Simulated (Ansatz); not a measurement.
P:

```
P
1.0
     1.64774   -5.46504    0.00000
     1.64774    5.46504    0.00000
     0.00000    0.00000    4.54364
P
4
Direct
  0.90414 0.09586 0.58882
  0.09586 0.90414 0.41118
  0.59586 0.40414 0.08882
  0.40414 0.59586 0.91118
```

* Program: Ansatz 0.2.0
* Task: single point
* Functional: PBEsol
* Potentials or basis: all-electron LAPW, scalar-relativistic
* Cutoff: 247 eV (chosen from the basis error)
* Basis error allowed: 0.001 eV/atom
* k mesh: 8 × 8 × 6
* Occupations: fermi-dirac, width 0.05 eV
* Spin: no spin polarisation

On this cell: pressure -0.6 GPa; largest force 0.294 eV/Å; band gap on the k mesh 0.01 eV, direct.

The same run follows on a disturbed copy (atoms moved at random, drawn with an rms of 0.05 Å):

```
P
1.0
     1.64774   -5.46504    0.00000
     1.64774    5.46504    0.00000
     0.00000    0.00000    4.54364
P
4
Direct
  0.91262 0.10718 0.59324
  0.09423 0.90635 0.41410
  0.59181 0.40672 0.09350
  0.40068 0.58277 0.90595
```

**Question.** What changes?

**Answer.** The energy moves by +22.7 meV/atom; pressure 1.4 GPa; largest force 1.404 eV/Å; band gap on the k mesh 0.24 eV, direct.

Forces on the atoms (eV/Å):
```
P   -0.740 -0.015 -0.692
P   -0.026 -0.011  0.179
P    0.036 -0.896 -0.254
P    0.730  0.921  0.767
```

Stress tensor (GPa, compression positive):
```
 0.06 -0.13  1.74
-0.13  2.39  0.13
 1.74  0.13  1.69
```

A k mesh can miss the band edges.
